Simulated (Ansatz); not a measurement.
## The band gap of BP, sorted by core time

The structure is cubic, space group F-43m (No. 216). Conventional cell: a = 4.538 Å, b = 4.538 Å, c = 4.538 Å, α = 90.00°, β = 90.00°, γ = 90.00°. Around P (site symmetry -43m) lie 4 B at 1.97 Å. B (site symmetry -43m) is surrounded by 4 P at 1.97 Å.

| rung | level | program and potentials | cutoff (eV) | k mesh | task | core time | chip | band gap (eV) | notes |
| --- | --- | --- | --- | --- | --- | --- | --- | --- | --- |
| LDA | LDA | Ansatz, Ansatz PAW | 420 | 6 × 6 × 6 | projected density of states | 1.1 s | Intel Xeon | 1.30 | potentials made for PBE, which Ansatz adapts in part |
| GGA | PBEsol | Ansatz, Ansatz PAW | 420 | 6 × 6 × 6 | projected density of states | 1.2 s | Intel Xeon | 1.22 | potentials made for PBE, which Ansatz adapts in part |
| GGA | RPBE | Ansatz, Ansatz PAW | 420 | 6 × 6 × 6 | projected density of states | 1.3 s | Intel Xeon | 1.35 | potentials made for PBE, which Ansatz adapts in part |
| GGA | revPBE | Ansatz, Ansatz PAW | 420 | 6 × 6 × 6 | projected density of states | 1.3 s | Intel Xeon | 1.34 | potentials made for PBE, which Ansatz adapts in part |
| GGA | PBE | Ansatz, Ansatz PAW | 420 | 6 × 6 × 6 | projected density of states | 1.3 s | Intel Xeon | 1.33 | - |
| GGA | PBE | Ansatz, Ansatz PAW | 420 | 10 × 10 × 10 | band structure | 1.9 s | Intel Xeon Platinum 8375C Ice Lake | 1.24 | - |
| GGA | PBEsol | Ansatz, Ansatz PAW | 420 | 10 × 10 × 10 | band structure | 2 s | Intel Xeon Platinum 8375C Ice Lake | 1.13 | potentials made for PBE, which Ansatz adapts in part |
| GGA | RPBE | Ansatz, Ansatz PAW | 420 | 10 × 10 × 10 | band structure | 2 s | Intel Xeon Platinum 8375C Ice Lake | 1.27 | potentials made for PBE, which Ansatz adapts in part |
| GGA | BLYP | Ansatz, Ansatz PAW | 420 | 10 × 10 × 10 | band structure | 2.1 s | Intel Xeon Platinum 8375C Ice Lake | 1.51 | potentials made for PBE, which Ansatz adapts in part |
| GGA | revPBE | Ansatz, Ansatz PAW | 420 | 10 × 10 × 10 | band structure | 2.5 s | Intel Xeon Platinum 8375C Ice Lake | 1.26 | potentials made for PBE, which Ansatz adapts in part |
| hybrid | HSE06 | Ansatz, Ansatz PAW | 420 | 6 × 6 × 6 | projected density of states | 13 s | Intel Xeon | 2.06 | potentials made for PBE, which Ansatz adapts in part |

Times are single runs on shared hosts and different chips, so they are rough; meshes, cutoffs and the tasks' sizes weigh on the time. All rows: no spin polarisation. Gaps are the least found on the k mesh or the band path, and a mesh can miss the band edges. The cell comes from a database and isn't always the measured one. Meshes differ between rows, which moves values too. All levels ran on this one cell, unrelaxed unless noted. Meshes are those of the run's cell of 2 atoms unless a note names another. Runs on faulty files, with rough fits or with known faults for this quantity aren't shown. No row holds spin-orbit coupling.

By rung: LDA 1.30; GGA 1.13 to 1.51; hybrid 2.06 (eV).
